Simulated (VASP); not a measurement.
# Settings for Pt: relaxation of the cell

Pt, Fm-3m (no. 225), 1 atom in the cell. PBEsol; PAW potentials Pt (PBE set). VASP 6.6.1.

Wanted: cell volume within 0.2 %; lattice lengths within 0.1 %; shortest distances from each atom, periodic images included within 0.005 Å.

What the run is for: cell; Accuracy asked: standard.

The series start from Plane-wave cutoff (eV): 340; Smearing width (eV): 0.1; k-point mesh: 13 × 13 × 13; Relaxation passes: 2; Ionic threshold (EDIFFG): -0.005; Electronic threshold (eV): 1e-6; Precision mode (PREC): Accurate; Relaxation algorithm: IBRION=2 POTIM=0.5. Each series keeps the choices made before it, and each single choice may use up half of a tolerance. Times cover all steps of a run.

## Plane-wave cutoff (eV)

| Plane-wave cutoff (eV) | Cell volume (Å³) | Lattice lengths, largest deviation against the largest value | Shortest distances from each atom, periodic images included, largest deviation (Å) | Time (s) |
|---|---|---|---|---|
| 230 | 14.78 | 0.51 % | 0.0141 | 17 |
| 260 | 15 | 0.028 % | 0.0008 | 12 |
| 300 | 14.97 | 0.095 % | 0.0026 | 15 |
| 340 | 14.97 | 0.1 % | 0.0028 | 19 |
| 400 | 15.01 | 0.012 % | 0.0003 | 26 |
| 480 | 15.01 | 0.0097 % | 0.0003 | 28 |
| 600 | 15.01 | 0.0036 % | 0.0001 | 32 |
| 650 (reference) | 15.01 | 0 % | 0.0000 | 38 |

Chosen: 400, the loosest value from which every tighter one stays within half of the tolerance.

## Smearing width (eV)

| Smearing width (eV) | Cell volume (Å³) | Lattice lengths, largest deviation against the largest value | Shortest distances from each atom, periodic images included, largest deviation (Å) | Time (s) |
|---|---|---|---|---|
| 0.4 | 15.02 | 0.031 % | 0.0009 | 24 |
| 0.3 | 15.02 | 0.017 % | 0.0005 | 26 |
| 0.2 | 15.01 | 0.0058 % | 0.0002 | 32 |
| 0.15 | 15.01 | 0.00036 % | 0.0000 | 23 |
| 0.1 | 15.01 | 0.0022 % | 0.0001 | 26 |
| 0.05 (reference) | 15.01 | 0 % | 0.0000 | 22 |

Chosen: 0.4.

## k-point mesh

| k-point mesh | Cell volume (Å³) | Lattice lengths, largest deviation against the largest value | Shortest distances from each atom, periodic images included, largest deviation (Å) | Time (s) |
|---|---|---|---|---|
| 5 × 5 × 5 | 15.3 | 0.63 % | 0.0174 | 10 |
| 7 × 7 × 7 | 15.11 | 0.19 % | 0.0054 | 11 |
| 8 × 8 × 8 | 14.99 | 0.068 % | 0.0019 | 13 |
| 10 × 10 × 10 | 15.03 | 0.034 % | 0.0009 | 15 |
| 13 × 13 × 13 | 15.02 | 0.0036 % | 0.0001 | 24 |
| 16 × 16 × 16 (reference) | 15.02 | 0 % | 0.0000 | 31 |

Chosen: 13 × 13 × 13.

## Relaxation passes

| Relaxation passes | Cell volume (Å³) | Lattice lengths, largest deviation against the largest value | Shortest distances from each atom, periodic images included, largest deviation (Å) | Time (s) |
|---|---|---|---|---|
| 1 | 15.02 | 0 % | 0.0000 | 16 |
| 2 | 15.02 | 0 % | 0.0000 | 24 |
| 3 (reference) | 15.02 | 0 % | 0.0000 | 28 |

Chosen: 1.

## Ionic threshold (EDIFFG)

| Ionic threshold (EDIFFG) | Cell volume (Å³) | Lattice lengths, largest deviation against the largest value | Shortest distances from each atom, periodic images included, largest deviation (Å) | Time (s) |
|---|---|---|---|---|
| -0.05 | 15.02 | 0.0029 % | 0.0001 | 18 |
| -0.02 | 15.02 | 0.0029 % | 0.0001 | 19 |
| -0.01 | 15.02 | 0.0029 % | 0.0001 | 16 |
| -0.005 | 15.02 | 0.0029 % | 0.0001 | 16 |
| -0.002 (reference) | 15.02 | 0 % | 0.0000 | 33 |

Chosen: -0.05.

## Electronic threshold (eV)

| Electronic threshold (eV) | Cell volume (Å³) | Lattice lengths, largest deviation against the largest value | Shortest distances from each atom, periodic images included, largest deviation (Å) | Time (s) |
|---|---|---|---|---|
| 0.0001 | 15.02 | 0.0047 % | 0.0001 | 15 |
| 1e-5 | 15.02 | 0.00036 % | 0.0000 | 18 |
| 1e-6 | 15.02 | 0 % | 0.0000 | 18 |
| 1e-7 (reference) | 15.02 | 0 % | 0.0000 | 22 |

Chosen: 0.0001.

## Precision mode (PREC)

| Precision mode (PREC) | Cell volume (Å³) | Lattice lengths, largest deviation against the largest value | Shortest distances from each atom, periodic images included, largest deviation (Å) | Time (s) |
|---|---|---|---|---|
| Normal | 15.02 | 0.00036 % | 0.0000 | 10 |
| Accurate (reference) | 15.02 | 0 % | 0.0000 | 15 |

Chosen: Normal.

## Relaxation algorithm

| Relaxation algorithm | Cell volume (Å³) | Lattice lengths, largest deviation against the largest value | Shortest distances from each atom, periodic images included, largest deviation (Å) | Time (s) |
|---|---|---|---|---|
| IBRION=2 POTIM=0.5 | 15.02 | 0 % | 0.0000 | 10 |
| IBRION=2 POTIM=0.2 | 15.02 | 0.0018 % | 0.0001 | 9.2 |
| IBRION=1 POTIM=0.5 | 15.02 | 0.00072 % | 0.0000 | 8.5 |
| IBRION=1 POTIM=0.2 | 15.02 | 0.0018 % | 0.0001 | 9.9 |

Chosen: IBRION=1 POTIM=0.5; it saves 1.9 s of 10, so IBRION=2 POTIM=0.5 would do nearly as well.

## All choices together

| Input | Cell volume (Å³) | Lattice lengths, largest deviation against the largest value | Shortest distances from each atom, periodic images included, largest deviation (Å) | Time (s) |
|---|---|---|---|---|
| the program's defaults (naive) | 14.66 | 0.78 % | 0.0217 | 3.7 |
| chosen settings | 15.02 | 0.015 % | 0.0004 | 8.5 |
| reference settings throughout | 15.01 | 0 % | 0.0000 | 74 |

The tolerance is met.

Values of the reference run: Lattice lengths: 2.769, 2.769, 2.769 Å; Shortest distances from each atom, periodic images included: 2.769, 2.769, 2.769, 2.769 Å.

## The input

INCAR.step1:
```
SYSTEM = Pt
GGA = PS ; ISMEAR = 1
SIGMA = 0.4 ; LWAVE = .FALSE.
LCHARG = .FALSE. ; NSW = 80
PREC = Normal ; LASPH = .TRUE.
LREAL = .FALSE. ; ALGO = Normal
EDIFF = 1E-4 ; NELM = 120
GGA_COMPAT = .FALSE. ; IBRION = 1
ISIF = 3 ; EDIFFG = -0.05
NELMIN = 4 ; ENCUT = 400
POTIM = 0.5
```

INCAR.step2, as INCAR.step1 but for:
```
- NSW = 80
- IBRION = 1
- ISIF = 3
- EDIFFG = -0.05
- NELMIN = 4
- POTIM = 0.5
+ ISIF = 2
```

KPOINTS:
```
Automatic mesh
0
Gamma
  13 13 13
  0 0 0
```

POSCAR.step1:
```
Pt
1.0
    0.0000000000      1.9609000000      1.9609000000
    1.9609000000      0.0000000000      1.9609000000
    1.9609000000      1.9609000000      0.0000000000
Pt
1
Direct
    0.0000000000      0.0000000000      0.0000000000
```

Commands (each step's output is kept before the next begins):
```
cat potpaw_PBE.64/Pt/POTCAR > POTCAR
cp INCAR.step1 INCAR
cp POSCAR.step1 POSCAR
mpirun -np 1 vasp_std > vasp.out
cp CONTCAR POSCAR
cp INCAR.step2 INCAR
mpirun -np 1 vasp_std > vasp.out
```

The chosen input took VASP 6.6.1 8.5 s on 1 core (Intel Xeon Platinum 8488C (Sapphire Rapids)), a shared host.
